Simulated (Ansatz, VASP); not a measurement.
**Two plane-wave programs on Re**

```
Re
1.0
     0.00000    2.42284    2.42284
     2.42284    0.00000    2.42284
     2.42284    2.42284    0.00000
Re
2
Direct
  0.87500 0.87500 0.87500
  0.12500 0.12500 0.12500
```

Change from the starting cell: volume scaled by 0.65, PAW files.

Alike in both runs: task single point; functional PBEsol; k mesh 12 × 12 × 12; occupations fermi-dirac, width 0.05 eV; no spin polarisation.

|  | VASP | Ansatz |
| --- | --- | --- |
| version | VASP 6.6.1 | Ansatz 0.2.0 |
| potentials or method | VASP PAW PBE potentials, release 64 (Re) | PAW with Ansatz's default frozen-core files, scalar-relativistic |
| plane-wave cutoff (eV) | 520 | 420 |
| valence electrons in the cell | 14 | 30 |

VASP gave:

| Quantity | Value |
| --- | --- |
| pressure (GPa) | 178.7 |

Which values does Ansatz return?

Pressure (GPa): 200.1.

The two sets of potentials don't hold the same shells in valence.

Caveats: the cell as given lies far from equilibrium; so large a pressure means that the cell lies far from this level's equilibrium, or that cutoff or potentials fall short (VASP); the potentials were made for another functional, which shifts forces and pressure (VASP). The runs have no spin-orbit coupling, so splittings on Re are missing.
